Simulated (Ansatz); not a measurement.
An Ansatz input:

```yaml
crystal:
  lattice:
    - [3.0909441833, 0.0, 0.0]
    - [0.0, 3.0909441833, 0.0]
    - [0.0, 0.0, 3.0909441833]
  atoms:
    - { symbol: In, position: [0.0, 0.0, 0.0] }
hamiltonian:
  xc: pbe
  pseudopotentials:
    kind: paw
    azcp:
      In: "pseudopotentials/In.paw.azcp"
basis:
  ecutwfc: 420
  fft_grid_basis: typed
kpoints:
  mp_grid: { grid: [17, 17, 17], shift: [0, 0, 0] }
magnetization:
  spin_polarized: false
scf:
  occupations: { method: fermi_dirac, width: 0.1 }
```

Output

```
Engine: ansatz 0.2.0, x86_64-unknown-linux-gnu
Pseudopotentials: kind: paw
Pseudopotential: In, paw, valence charge 13, recommended cutoff 420 eV (normal) 
Functional definition: PBE
  parameter kappa = 0.804
  parameter beta = 0.06672455060314922
  exchange = pbe_x(kappa = kappa, mu = beta*pi^2/3)
  correlation = pbe_c(beta = beta)
Crystal: 1 atoms, lattice volume = 29.531 Å³
Basis set: ecut = 420 eV, 587 PW (Γ)
Bands: 11, of which v1, the nominal top of the filled ones, is band 7 counted from 1 (6 counted from 0)
Symmetry: 48 space group operations
Space group: Pm-3m (ITA 221), of the structure as read, at distance tolerance 3.1e-5 Å
k-points: 165 of 4913
Non-local potential: In, projectors of the file, l = 0: 2, l = 1: 2, l = 2: 2, l = 3: 2
PAW form: soft (Blöchl's): semilocal exchange-correlation on the pseudo side does not see the compensation charge
PAW one-centre angular grid: In, 590 points (default); XC on 64 Gauss nodes
Initial density: superposition of atomic densities (neutral atoms: chi_scale 0, normalization atom), corrected by the library's trained network
Initial wavefunctions: pseudopotential atomic-orbital guess
Functional: x = pbe(κ = 0.804, μ = 0.2195149727645171), c = pbe(β = 0.06672455060314922)
SCF iter   1: F=—  HF=-5597.760692 eV  |F-HF|=—  |Δ(HF+E_count)|=         —  Δρ=7.25e-4  dr2=8.27e-5  ethr=1.77e-3  ⟨swp⟩=5.1  Hψ=10699  notcnv=0
SCF iter   2: F=—  HF=-5597.760236 eV  |F-HF|=—  |Δ(HF+E_count)|=   4.55e-4  Δρ=2.32e-4  dr2=1.47e-5  ethr=6.36e-7  ⟨swp⟩=2.0  Hψ=4164  notcnv=0
SCF iter   3: F=—  HF=-5597.760256 eV  |F-HF|=—  |Δ(HF+E_count)|=   1.99e-5  Δρ=1.33e-4  dr2=3.46e-6  ethr=1.13e-7  ⟨swp⟩=2.0  Hψ=2864  notcnv=0
SCF iter   4: F=—  HF=-5597.760263 eV  |F-HF|=—  |Δ(HF+E_count)|=   6.98e-6  Δρ=5.68e-5  dr2=6.36e-7  ethr=2.66e-8  ⟨swp⟩=2.0  Hψ=2038  notcnv=0
iter 5 did not close the SCF: its close was put off for the readings that it lacked (scf_convergence_deferred on its scf_iter line)
SCF iter   5: F=-5597.760263 eV  HF=-5597.760263 eV  |F-HF|=4.10e-8  |Δ(HF+E_count)|=   1.75e-7  Δρ=1.57e-5  dr2=4.34e-8  ethr=4.89e-9  ⟨swp⟩=2.0  Hψ=2728  notcnv=0
SCF iter   6: F=-5597.760263 eV  HF=-5597.760263 eV  |F-HF|=5.55e-11  |Δ(HF+E_count)|=   1.69e-8  Δρ=6.30e-7  dr2=6.17e-11  ethr=3.34e-10  ⟨swp⟩=1.0  Hψ=5223  notcnv=0
SCF 1 converged in 6 iterations: F = -5597.760263 eV  dr2 = 6.17e-11
SCF converged after 6 iterations
Free energy (F): -5597.760263 eV
Harris-Foulkes:  -5597.760263 eV  (|F-HF|=5.55e-11)
Internal energy: -5597.742847 eV  (E = F + TS)
E sigma→0 (E₀):  -5597.751555 eV
Entropy (-TS):   -0.017416 eV (-17.416 meV/atom)
Fermi energy:    8.500371 eV
--- Per-component energies (eV) ---
  E_band       = -45.214677
  E_kinetic    = 241.090262
  E_local      = -1186.377481  (includes V_loc(G=0)·N_el)
  E_nonlocal   = 365.922526
  E_hartree    = 466.475570
  E_xc         = -215.625930
  E_vxc        = -99.512798  (∫ρ·V_xc dr)
  E_paw        = -4152.307432  (= ΣΔE_a)
  E_vpaw       = -299.288594  (= ΣTr[D̂ρ^β])
  E_aug_tail   = 0.000025  (compensation charges beyond the density's cutoff)
  E_ewald      = -1116.920388
  E_smearing   = -0.017416  (= −TS)
  E_closure    = -0.000000  (closes the sum)
  Σ components = -5597.760263   (vs F -5597.760263, Δ=0.00e0)
```

Launched by

```sh
ansatz run input.yaml --threads 1 --pin off --max-ram 3584MiB --backend cpu --events-out ev --progress --plain --runs-dir out
```

On 1 thread of Intel(R) Xeon(R) Platinum 8259CL CPU @ 2.50GHz (Skylake/Cascade Lake) (shared host) this took about 3.6 s of wall time and 3.2 s of CPU time.
